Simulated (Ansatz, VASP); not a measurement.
Ba in VASP and in Ansatz

```
CELL_PARAMETERS angstrom
3.99965 0.00000 0.00000
0.00000 3.99965 0.00000
0.00000 0.00000 3.60554
ATOMIC_POSITIONS crystal
Ba 0.50000 0.50000 0.50000
```

This isn't the form of Ba at room conditions, which is bcc.

Alike in both runs: task single point; functional r2SCAN; k mesh 4 × 4 × 6; occupations gaussian, width 0.1 eV; no spin polarisation.

```csv
,VASP,Ansatz
version,VASP 6.6.1,Ansatz 0.2.0
potentials or method,"VASP PAW PBE potentials, release 64 (Ba_sv)","scalar-relativistic, plane waves, PAW"
plane-wave cutoff (eV),520,500
valence electrons in the cell,10,10
```

```tsv
	VASP	Ansatz	Ansatz less VASP
gap on the k mesh at the Fermi level (eV)	none	none	-
pressure (GPa)	0.4	0.2	-0.22
largest component of the traceless stress (GPa)	3.14	2.99	-0.146
```

A gap of «none» marks a metal or a gap that the smearing closes.

Caveats: the k mesh is coarse (spacing up to 0.39 Å⁻¹), so the values aren't converged; the PAW data sets were made with another functional, which shifts forces and pressure a little (VASP). Spin-orbit coupling is left out, which matters for the levels of Ba.
